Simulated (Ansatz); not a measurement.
Ge:

```
Ge
1.0
    -2.57449    2.57449    1.39741
     2.57449   -2.57449    1.39741
     2.57449    2.57449   -1.39741
Ge
2
Direct
  0.50000 0.50000 0.00000
  0.25000 0.75000 0.50000
```

This isn't the form of Ge at room conditions, which is diamond.

```yaml
Program: Ansatz 0.2.0
Task: relaxation of cell and atoms
Functional: BLYP
Dispersion: D3(BJ)
Potentials_or_basis: Ansatz PAW
Cutoff: "420 eV (not typed: the program's choice for these potentials)"
k_mesh: 11 × 11 × 11
Occupations: fermi-dirac, width 0.05 eV
Spin: no spin polarisation
```

At the start: volume 18.52 Å³/atom.

How do energy, volume and symmetry change on relaxing?

It ends after 6 steps and the volume is 19.19 Å³/atom (+3.6 %); space group I4_1/amd (No. 141, to 0.05 Å).

The path:
| step | energy change (eV) | largest force (eV/Å) | volume (Å³) |
| --- | --- | --- | --- |
| 1 | 0.0000 | 0.0000 | 37.05 |
| 2 | -0.0096 | 0.0000 | 38.60 |
| 3 | -0.0099 | 0.0000 | 38.40 |
| 4 | -0.0100 | 0.0000 | 38.37 |
| 5 | -0.0100 | 0.0000 | 38.39 |
| 6 | -0.0103 | 0.0000 | 38.39 |

Final structure:
```
CELL_PARAMETERS angstrom
-2.60694 2.60694 1.41202
2.60694 -2.60694 1.41202
2.60694 2.60694 -1.41202
ATOMIC_POSITIONS crystal
Ge 0.50000 0.50000 0.00000
Ge 0.25000 0.75000 0.50000
```

Caveat: the plane-wave basis is chosen anew once the cell has moved, so the energies of steps on either side of that aren't comparable; the PAW data sets come from PBE, with cores solved anew for the run's functional, which leaves a small shift of forces and pressure.
